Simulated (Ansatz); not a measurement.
input.yaml for NaI (Ansatz 0.2.0)

```yaml
crystal:
  lattice:
    - [-2.2436551774, 2.2436551774, 8.4738342532]
    - [2.2436551774, -2.2436551774, 8.4738342532]
    - [2.2436551774, 2.2436551774, -8.4738342532]
  atoms:
    - { symbol: Na, position: [0.25, 0.75, 0.5] }
    - { symbol: Na, position: [0.5, 0.5, 0.0] }
    - { symbol: I, position: [0.75, 0.25, 0.5] }
    - { symbol: I, position: [0.0, 0.0, 0.0] }
basis:
  ecutwfc: 420
kpoints:
  mp_grid: { grid: [6, 6, 6] }
hamiltonian:
  xc: pbe
scf:
  occupations: { method: fermi_dirac, width: 0.0014 }
output:
  forces: true
  stress: true
  eigenvalues: true
```

Command:

```bash
ansatz run input.yaml --threads 1 --pin off --max-ram 1331MiB --backend cpu --events-out ev --progress --plain --runs-dir out
```

Output, shortened (HF is the Harris–Foulkes energy, dr2 the density residual in eV):

```text
basis.fft_grid_basis auto: the FFT boxes are laid along the combinations [[1, 0, 1], [0, 1, 1], [0, 0, 1]] of the cell's own vectors, 4.487, 4.487 and 9.048 Å long. The dense box has 30×30×64 points. Along the cell's own vectors, as sized, it would have 64×64×64, 4.55 times as many. Of the 16 symmetry operations that the crystal satisfies within crystal.symmetry.tolerance (time reversal apart …
Pseudopotential: Na, paw, valence charge 9, recommended cutoff 420 eV (normal)
Pseudopotential: I, paw, valence charge 17, recommended cutoff 420 eV (normal)
Crystal: 4 atoms, lattice volume = 170.629 Å³
Basis set: ecut = 420 eV, 3325 PW (Γ), FFT grids on a1+a3, a2+a3, a3, exchange–correlation on 60×60×128 points (8 copies of the dense FFT grid, shifted against one another)
Bands: 32, of which v1, the nominal top of the filled ones, is band 26 counted from 1 (25 counted from 0)
Symmetry: 16 space group operations
Space group: I41/amd (ITA 141), of the structure as read, at distance tolerance 5.5e-5 Å
k-points: 30 of 216
Initial density: superposition of atomic densities, corrected by the library's trained network
SCF iter   1: HF=-18003.292035 eV  Δρ=9.48e-4  dr2=1.72e-3
SCF iter   2: HF=-18003.290028 eV  Δρ=5.39e-4  dr2=6.43e-4
SCF iter   3: HF=-18003.289911 eV  Δρ=3.01e-4  dr2=1.95e-4
automatic band count: iteration 3 solves 31 bands in place of 32: the levels show a gap, and the empty bands left out lie too high to hold charge; the band table lists the bands solved (type scf.n_extra_bands for more)
SCF iter   4: HF=-18003.289985 eV  Δρ=7.57e-5  dr2=1.68e-5
SCF iter   5: HF=-18003.289977 eV  Δρ=3.22e-5  dr2=2.72e-6
SCF iter   6: HF=-18003.289977 eV  Δρ=1.18e-5  dr2=4.52e-7
SCF iter   7: F=-18003.289977 eV  HF=-18003.289977 eV  Δρ=5.96e-6  dr2=9.43e-8
SCF 1 converged in 7 iterations: F = -18003.289977 eV  dr2 = 9.43e-8
SCF converged after 7 iterations
Free energy (F): -18003.289977 eV
E sigma→0 (E₀):  -18003.289977 eV
Fermi energy:    2.924348 eV
--- Forces (eV/Å), atoms counted from 1 ---
  atom   1  Na     0.00000000    -0.00000000     0.00000000
  atom   2  Na     0.00000000     0.00000000     0.00000000
  atom   3  I     -0.00000000    -0.00000000     0.00000000
  atom   4  I      0.00000000    -0.00000000     0.00000000
--- Stress (GPa, compression-positive) ---
       -0.575756       0.000000       0.000000
        0.000000      -0.575756       0.000000
        0.000000       0.000000       0.069337
  P = ⅓ Tr σ = -0.3607 GPa (-3.607 kbar)
```

The inputs are trials, many of them unsound on purpose. Their numbers show the effect of the settings and aren't properties of the material.